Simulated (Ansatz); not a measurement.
Size effect of resistivity from band structure

Plane-wave DFT in Ansatz, PBEsol, scalar-relativistic PAW potentials, cutoff 420 eV, no spin-orbit coupling; no spin polarisation. Relaxed crystals; Boltzmann transport at 300 K with one relaxation time τ for all states, on bands interpolated from the mesh shown (Fermi–Dirac smearing 0.15 eV in the self-consistent run).

| metal | k mesh | σ/τ xx, yy, zz (10²⁰ Ω⁻¹ m⁻¹ s⁻¹) | N(E_F) (states eV⁻¹ nm⁻³, both spins) |
| --- | --- | --- | --- |
| P (Pm-3m) | 20×20×20 | 30.94, 30.94, 30.94 | 21.7 |
| Ru (P6_3/mmc) | 18×18×10 | 14.94, 14.94, 18.74 | 58.6 |
| Ti (Fm-3m) | 20×20×20 | 7.32, 7.32, 7.32 | 100.5 |
| TiAl (P4/mmm) | 14×14×10 | 5.29, 5.29, 4.32 | 55.6 |

Problem. Get the Fermi velocity and ρλ of each, along its best-conducting axis, without knowing τ.

Solution. The trace of σ/τ is e²N(E_F)⟨v²⟩, which gives the root mean square velocity. With ρ = 1/((σ/τ)τ) and λ = vτ the time drops out: ρλ = v/(σ/τ).
| metal | v (10⁵ m/s) | ρλ (10⁻¹⁶ Ω m²) |
| --- | --- | --- |
| Ru (P6_3/mmc) | 7.20 | 3.8 |
| Ti (Fm-3m) | 3.69 | 5.0 |
| P (Pm-3m) | 16.34 | 5.3 |
| TiAl (P4/mmm) | 4.09 | 7.7 |

ρλ measures the inverse of the Fermi surface's area in k space (1/(ρλ) = e²S_F/(12π³ħ) for an isotropic metal), not the velocity: slow d electrons on a large surface can match fast s electrons. Copper's value in the literature is about 6.7×10⁻¹⁶ Ω m².

Problem. How much resistivity do surfaces and grain boundaries add in a square wire 10 nm wide, with diffuse surfaces, grains as wide as the wire and a reflection coefficient of 0.3?

Solution. In the common approximations to Fuchs–Sondheimer and Mayadas–Shatzkes, Δρ = ρλ [3(1 − p)/(4d) + 3R/(2D(1 − R))], with specularity p = 0, R = 0.3, and width d and grain size D both 10 nm, so Δρ = ρλ × 1.39×10⁸ m⁻¹: Ru (P6_3/mmc) 5.3 μΩ cm, Ti (Fm-3m) 7.0 μΩ cm, P (Pm-3m) 7.4 μΩ cm, TiAl (P4/mmm) 10.8 μΩ cm. The rise is smallest in Ru (P6_3/mmc). The wire's resistivity is this plus the bulk value, which needs phonon and disorder scattering and wasn't computed, so a small ρλ is needed but not enough: a wire metal must also be stable, stay ordered and resist electromigration and oxidation. One τ for all states gives, as a rule, a lower ρλ than one λ would, by some tens of per cent where velocities vary over the Fermi surface, which flatters d metals against copper, and the values hang on the mesh; the best axis of an anisotropic metal needs oriented grains, and the mean velocity understates λ along it.

Cost: about 7.6 core-minutes for the runs cited, on Intel Xeon Platinum 8259CL (Skylake/Cascade Lake), AMD EPYC 9R45 (Zen 5), AMD EPYC 7R43 (Zen 3) (shared hosts).